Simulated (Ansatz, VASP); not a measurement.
# InAs in VASP and in Ansatz

```
CELL_PARAMETERS angstrom
-2.62849 2.62849 1.43919
2.62849 -2.62849 1.43919
2.62849 2.62849 -1.43919
ATOMIC_POSITIONS crystal
In 0.00000 0.00000 0.00000
As 0.75000 0.25000 0.50000
```

Alike in both runs: functional PBE; k mesh 16 × 16 × 16; occupations gaussian, width 0.1 eV; no spin polarisation.

Ansatz relaxed the structure, and its values are those at the end. VASP's run is a single point on that final structure, the one shown.

```csv
,VASP,Ansatz
version,VASP 6.6.1,Ansatz 0.2.0
potentials or method,"VASP PAW PBE potentials, release 64 (In_d, As)","scalar-relativistic, plane waves, PAW"
plane-wave cutoff (eV),520,500
valence electrons in the cell,18,28
```

```csv
,VASP,Ansatz,Ansatz less VASP
gap on the k mesh at the Fermi level (eV),none,none,-
pressure (GPa),14.1,14.0,-0.13
```

A gap of «none» marks a metal or a gap that the smearing closes. The functional is the same, so the differences come from potentials, cutoffs and numerics. The two sets of potentials don't hold the same shells in valence.
